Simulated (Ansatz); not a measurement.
# Si48O: the cost of one run

Program: Ansatz 0.2.0. Level of theory: DFT PBE, scalar-relativistic, plane waves, PAW. These are calculated values, not measurements.

2 further runs of the same task are left out: 2 set aside as unsound or not needed.

### Step 1. Starting point

Symmetry: P6_3/mmc, No. 194, hexagonal system. Conventional cell: a = 3.851 Å, b = 3.851 Å, c = 6.365 Å, α = 90.00°, β = 90.00°, γ = 120.00°. Around Si (site symmetry 3m) lie 4 Si at 2.36 to 2.38 Å.

As a file:

```
CELL_PARAMETERS angstrom
3.85128 0.00000 0.00000
-1.92564 3.33531 0.00000
0.00000 0.00000 6.36502
ATOMIC_POSITIONS crystal
Si 0.33333 0.66667 0.06293
Si 0.66667 0.33333 0.56293
Si 0.33333 0.66667 0.43707
Si 0.66667 0.33333 0.93707
```

It goes back to an entry of the Materials Project, which need not be the stable form.

This cell was relaxed beforehand with the same method: volume 20.44 Å³/atom, gap on the mesh 0.45 eV.

The host's static dielectric tensor, from an earlier linear-response run, has a mean of 12.98.

The perfect supercell (rows 0 2 -1; 2 0 -1; -2 -2 -1 in vectors of this cell) comes from an earlier run at this level (48 atoms, E(σ→0) -30518.3704 eV, gap 0.45 eV on its own mesh).

### Step 2. Setting up the defect

The extra atom is put at (0.917, 0.917, 0.917) of the supercell, the middle of a void of radius 2.52 Å. The other atoms start on their ideal sites. Its neighbours are 6 Si at 2.52 Å.

### Step 3. Relaxing the defect, charge 0

Contents of input.yaml:

```yaml
crystal:
  lattice:
    - [-3.8512806359, 6.6706137355, -6.3650227141]
    - [7.7025612717, 1.0e-10, -6.3650227141]
    - [-3.8512806358, -6.6706137355, -6.3650227141]
  atoms:
    - { symbol: Si, position: [0.3123563533, 0.1456896866, 0.47902302] }
    - { symbol: Si, position: [0.97902302, 0.3123563533, 0.6456896866] }
    - { symbol: Si, position: [0.6456896866, 0.97902302, 0.3123563533] }
    - { symbol: Si, position: [0.47902302, 0.8123563533, 0.6456896866] }
    - { symbol: Si, position: [0.1456896866, 0.47902302, 0.3123563533] }
    - { symbol: Si, position: [0.8123563533, 0.6456896866, 0.47902302] }
    - { symbol: Si, position: [0.47902302, 0.3123563533, 0.1456896866] }
    - { symbol: Si, position: [0.1456896866, 0.97902302, 0.8123563533] }
    - { symbol: Si, position: [0.8123563533, 0.1456896866, 0.97902302] }
    - { symbol: Si, position: [0.3123563533, 0.6456896866, 0.97902302] }
    - { symbol: Si, position: [0.97902302, 0.8123563533, 0.1456896866] }
    - { symbol: Si, position: [0.6456896866, 0.47902302, 0.8123563533] }
    - { symbol: Si, position: [0.97902302, 0.1456896866, 0.3123563533] }
    - { symbol: Si, position: [0.6456896866, 0.3123563533, 0.47902302] }
    - { symbol: Si, position: [0.3123563533, 0.97902302, 0.1456896866] }
    - { symbol: Si, position: [0.1456896866, 0.8123563533, 0.47902302] }
    - { symbol: Si, position: [0.8123563533, 0.47902302, 0.1456896866] }
    - { symbol: Si, position: [0.47902302, 0.6456896866, 0.3123563533] }
    - { symbol: Si, position: [0.1456896866, 0.3123563533, 0.97902302] }
    - { symbol: Si, position: [0.8123563533, 0.97902302, 0.6456896866] }
    - { symbol: Si, position: [0.47902302, 0.1456896866, 0.8123563533] }
    - { symbol: Si, position: [0.97902302, 0.6456896866, 0.8123563533] }
    - { symbol: Si, position: [0.6456896866, 0.8123563533, 0.97902302] }
    - { symbol: Si, position: [0.3123563533, 0.47902302, 0.6456896866] }
    - { symbol: Si, position: [0.1876436467, 0.02097698, 0.3543103134] }
    - { symbol: Si, position: [0.8543103134, 0.1876436467, 0.52097698] }
    - { symbol: Si, position: [0.52097698, 0.8543103134, 0.1876436467] }
    - { symbol: Si, position: [0.3543103134, 0.6876436467, 0.52097698] }
    - { symbol: Si, position: [0.02097698, 0.3543103134, 0.1876436467] }
    - { symbol: Si, position: [0.6876436467, 0.52097698, 0.3543103134] }
    - { symbol: Si, position: [0.3543103134, 0.1876436467, 0.02097698] }
    - { symbol: Si, position: [0.02097698, 0.8543103134, 0.6876436467] }
    - { symbol: Si, position: [0.6876436467, 0.02097698, 0.8543103134] }
    - { symbol: Si, position: [0.1876436467, 0.52097698, 0.8543103134] }
    - { symbol: Si, position: [0.8543103134, 0.6876436467, 0.02097698] }
    - { symbol: Si, position: [0.52097698, 0.3543103134, 0.6876436467] }
    - { symbol: Si, position: [0.8543103134, 0.02097698, 0.1876436467] }
    - { symbol: Si, position: [0.52097698, 0.1876436467, 0.3543103134] }
    - { symbol: Si, position: [0.1876436467, 0.8543103134, 0.02097698] }
    - { symbol: Si, position: [0.02097698, 0.6876436467, 0.3543103134] }
    - { symbol: Si, position: [0.6876436467, 0.3543103134, 0.02097698] }
    - { symbol: Si, position: [0.3543103134, 0.52097698, 0.1876436467] }
    - { symbol: Si, position: [0.02097698, 0.1876436467, 0.8543103134] }
    - { symbol: Si, position: [0.6876436467, 0.8543103134, 0.52097698] }
    - { symbol: Si, position: [0.3543103134, 0.02097698, 0.6876436467] }
    - { symbol: Si, position: [0.8543103134, 0.52097698, 0.6876436467] }
    - { symbol: Si, position: [0.52097698, 0.6876436467, 0.8543103134] }
    - { symbol: Si, position: [0.1876436467, 0.3543103134, 0.52097698] }
    - { symbol: O, position: [0.9166666667, 0.9166666667, 0.9166666667] }
  host:
    lattice:
      - [3.8512806358, 0.0, 0.0]
      - [-1.9256403179, 3.3353068677, 0.0]
      - [0.0, 0.0, 6.3650227141]
    atoms:
      - { symbol: Si, position: [0.3333333333, 0.6666666667, 0.0629309401] }
      - { symbol: Si, position: [0.6666666667, 0.3333333333, 0.5629309401] }
      - { symbol: Si, position: [0.3333333333, 0.6666666667, 0.4370690599] }
      - { symbol: Si, position: [0.6666666667, 0.3333333333, 0.9370690599] }
basis:
  ecutwfc: 420
  xc_grid: 2
kpoints:
  mp_grid: { grid: [1, 1, 1], shift: [0.0, 0.0, 0.0] }
hamiltonian:
  xc: pbe
scf:
  occupations: { method: gaussian, width: 0.02 }
output:
  forces: true
  stress: false
  eigenvalues: true
  charged_corrections:
    defect_position: [0.91666667, 0.91666667, 0.91666667]
    epsilon: [[12.6179, 0.0, 0.0], [0.0, 12.6179, 0.0], [0.0, 0.0, 13.7065]]
relax:
  adjacent_minimum: "off"
  f_tol: 0.025
  max_steps: 45
```

The run is started by

```sh
$ ansatz run input.yaml --threads 4 --pin off --max-ram 10240MiB --backend cpu --events-out ev --progress --plain --runs-dir out
```

**Question.** How long does this run take on 4 threads of AMD EPYC 7B13 (Zen 3), shared host, and how much memory does it need?

About 16 s, with a peak of 0.95 GiB.
